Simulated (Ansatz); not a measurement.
Relaxed ZrO$_{2}$ (baddeleyite type, space group P2_1/c):

```xyz
12
Lattice="5.1893 0.0000 0.0000 0.0000 5.2418 0.0000 -0.9034 0.0000 5.3026" Properties=species:S:1:pos:R:3 pbc="T T T"
Zr     1.2409     0.2298     1.1144
Zr     3.4967     2.8507     1.5369
Zr     3.0450     5.0120     4.1882
Zr     0.7892     2.3911     3.7657
O      0.0203     1.7095     1.8571
O      4.7173     4.3304     0.7943
O      4.2656     3.5323     3.4456
O     -0.4314     0.9114     4.5084
O      1.9114     3.9667     2.5202
O      2.8261     1.3458     0.1311
O      2.3744     1.2751     2.7824
O      1.4597     3.8960     5.1715
```

The atoms are displaced by Q × the pattern below (from a DFPT mode at Γ, largest move 1; Q in Å), at fixed cell.

```json
[
 {"atom": "Zr1", "x": "-0.261", "y": "0.017", "z": "-0.090"},
 {"atom": "Zr2", "x": "-0.261", "y": "-0.017", "z": "-0.090"},
 {"atom": "Zr3", "x": "-0.261", "y": "0.017", "z": "-0.090"},
 {"atom": "Zr4", "x": "-0.261", "y": "-0.017", "z": "-0.090"},
 {"atom": "O5", "x": "0.668", "y": "0.365", "z": "0.648"},
 {"atom": "O6", "x": "0.668", "y": "-0.365", "z": "0.648"},
 {"atom": "O7", "x": "0.668", "y": "0.365", "z": "0.648"},
 {"atom": "O8", "x": "0.668", "y": "-0.365", "z": "0.648"},
 {"atom": "O9", "x": "0.820", "y": "-0.531", "z": "-0.137"},
 {"atom": "O10", "x": "0.820", "y": "0.531", "z": "-0.137"},
 {"atom": "O11", "x": "0.820", "y": "-0.531", "z": "-0.137"},
 {"atom": "O12", "x": "0.820", "y": "0.531", "z": "-0.137"}
]
```

All values below come from PBE (plane waves to 420 eV, PAW, scalar-relativistic; Ansatz, a program for electronic structure). k mesh 5×5×5 (Γ-centred), Fermi-Dirac smearing 0.05 eV. The PAW data are Ansatz's earlier set. ZrO2 is run without spin polarisation. ZrO2 was relaxed with its symmetry unable to fall.

At one point of the scan the forces (eV/Å) are:

```csv
atom,Fx,Fy,Fz
Zr1,0.969,-0.285,0.669
Zr2,1.391,-0.199,0.151
Zr3,1.391,0.199,0.151
Zr4,0.969,0.285,0.669
O5,-0.544,-0.446,-0.819
O6,-0.479,0.108,-0.251
O7,-0.479,-0.108,-0.251
O8,-0.544,0.446,-0.819
O9,-0.885,0.523,0.372
O10,-0.452,-0.356,-0.122
O11,-0.452,0.356,-0.122
O12,-0.885,-0.523,0.372
```

Question: Which point is it?
A) Q = 0.233 Å
B) Q = 0.047 Å
C) Q = 0.280 Å
D) Q = 0.140 Å

Answer: D, Q = 0.140 Å

(A displaced cell: forces are minus the slopes of the energy, force constants its curvatures, and phonons follow from these.)
